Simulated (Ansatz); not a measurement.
The system is Mg.

```
CELL_PARAMETERS angstrom
3.20930 0.00000 0.00000
-1.60465 2.77934 0.00000
0.00000 0.00000 5.21030
ATOMIC_POSITIONS crystal
Mg 0.66667 0.33333 0.75000
Mg 0.33333 0.66667 0.25000
```

```yaml
Program: Ansatz 0.2.0
Task: relaxation of cell and atoms
Functional: r2SCAN
Dispersion: D3(BJ)-ATM
Potentials_or_basis: Ansatz PAW
Cutoff: "500 eV (not typed: the program's choice for these potentials)"
k_mesh: 10 × 10 × 5
Occupations: fermi-dirac, width 0.05 eV
Spin: no spin polarisation
```

At the start: volume 23.24 Å³/atom.

Q: Where does the relaxation end?

A: It ends after 7 steps and the volume is 22.19 Å³/atom (-4.5 %); space group P6_3/mmc (No. 194, to 0.05 Å).

The path:
| step | energy change (eV) | largest force (eV/Å) | volume (Å³) |
| --- | --- | --- | --- |
| 1 | 0.0000 | 0.0000 | 46.47 |
| 2 | -0.0137 | 0.0000 | 44.61 |
| 3 | -0.0147 | 0.0000 | 44.27 |
| 4 | -0.0149 | 0.0000 | 44.16 |
| 5 | -0.0151 | 0.0000 | 44.33 |
| 6 | -0.0151 | 0.0000 | 44.38 |
| 7 | -0.0147 | 0.0000 | 44.38 |

Final structure:
```
Mg
1.0
     3.13313    0.00000    0.00000
    -1.56657    2.71337    0.00000
     0.00000    0.00000    5.22036
Mg
2
Cartesian
  1.5666 0.9045 3.9153
  0.0000 1.8089 1.3051
```

Caveat: the plane-wave basis is chosen anew once the cell has moved, so the energies of steps on either side of that aren't comparable; pairwise dispersion overbinds metals, which lowers pressure and volume; the PAW data sets come from PBE, with cores solved anew for the run's functional, which leaves a small shift of forces and pressure.
